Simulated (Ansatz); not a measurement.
Runs of Ansatz 0.2.0 on TiAl3. It takes space group Pmm2 (No. 25, orthorhombic). The conventional cell has a = 2.840 Å, b = 4.681 Å, c = 4.901 Å, α = 90.00°, β = 90.00°, γ = 90.00°. Around Ti (site symmetry mm2) lie 10 Al at 2.83 to 2.85 Å and 2 Ti at 2.84 Å. Around Al (site symmetry mm2) lie 10 Al at 2.81 to 2.86 Å and 2 Ti at 2.85 Å. Around Al (site symmetry mm2) lie 8 Al at 2.81 to 2.86 Å and 4 Ti at 2.85 Å. Around Al (site symmetry mm2) lie 4 Ti at 2.83 to 2.84 Å and 8 Al at 2.84 to 2.86 Å. The cell comes from a database or a generator and needn't be the stable form of this composition.

| task | level | potentials or basis | cutoff (eV) | basis error allowed | pressure (GPa) | V0 of scaled cells (Å³/atom) | B0 (GPa) | largest force (eV/Å) |
| --- | --- | --- | --- | --- | --- | --- | --- | --- |
| band structure | LDA | all-electron LAPW, scalar-relativistic | 212 | 0.002 eV/atom | -5.1 | - | - | (b) |
| band structure | PBEsol | all-electron PAW datasets made for the crystal | 220 | - | -2.4 | - | - | 0.05 |
| band structure | PBEsol | all-electron LAPW, non-relativistic | 213 | 0.002 eV/atom | -2.3 | - | - | 0.05 |
| band structure | PBEsol | all-electron LAPW, inner shells corrected to Dirac's equation | 212 | 0.002 eV/atom | -2.4 | - | - | 0.05 |
| band structure | PBEsol | all-electron LAPW, scalar-relativistic | 212 | 0.002 eV/atom | -2.4 | - | - | 0.05 |
| single point | PBEsol | all-electron LAPW, scalar-relativistic | 229 | 0.001 eV/atom | -2.4 | - | - | 0.05 |
| equation of state | PBEsol | all-electron LAPW, scalar-relativistic | - | 0.001 eV/atom | - | 15.89 | 104 | - |
| equation of state | LDA | all-electron LAPW, scalar-relativistic | - | 0.002 eV/atom | - | 15.46 | (a) | - |

Alike in all rows: no spin polarisation; cell as given; k mesh 9 × 6 × 6; smearing fermi-dirac 0.05 eV.

Question: Fill in the values left out.

Answer: (a) 109; (b) 0.09.

Caveats: the cell was scaled at fixed shape and fractional positions, which overstates the stiffness of a crystal with free parameters, most of all of layers and chains (some runs).

Not every run made on this cell is shown here.
